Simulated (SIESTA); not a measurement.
Runs of SIESTA 5.4.2 on TePb. The structure is cubic, space group Fm-3m (No. 225). Conventional cell: a = 6.462 Å, b = 6.462 Å, c = 6.462 Å, α = 90.00°, β = 90.00°, γ = 90.00°. Pb (site symmetry m-3m) has 6 Te at 3.23 Å as nearest neighbours. Te (site symmetry m-3m) has 6 Pb at 3.23 Å as nearest neighbours. 

```tsv
task	level	potentials or basis	spin	k mesh	energy shift	pressure (GPa)
band structure	PBE	PseudoDojo 0.4 stringent (PBE files), DZP (energy shift 0.002 Ry)	off	7 × 7 × 7	0.002 Ry	(b)
band structure	APBE	PseudoDojo 0.4 standard (PBE files), DZP (energy shift 0.002 Ry)	off	7 × 7 × 7	0.002 Ry	3.8
single point	B86bPBE	PseudoDojo 0.4 standard (PBE files, fully relativistic), DZP (energy shift 0.002 Ry)	non-collinear, ferromagnetic start, SOC	5 × 5 × 5	0.002 Ry	(a)
band structure	BLYP	PseudoDojo 0.4 standard (PBE files), DZP (energy shift 0.002 Ry)	off	7 × 7 × 7	0.002 Ry	6.1
band structure	PBEsol	PseudoDojo 0.4 standard (PBEsol files), DZP (energy shift 0.003 Ry; two zetas on semicore shells)	off	7 × 7 × 7	0.003 Ry	0.1
```

Alike in all rows: cell as given; smearing fermi-dirac 0.05 eV; grid cutoff 500 Ry.

Estimate the missing entries.

(a) 3.2; (b) 1.3.

Caveats: the basis of atomic orbitals isn't converged, which shifts pressures, moduli and gaps; semicore shells carry a single zeta, which can move pressures by several GPa and volumes by a few percent (some runs); the potentials were made for another functional, which shifts forces and pressure (some runs).

Not every run made on this cell is shown here.
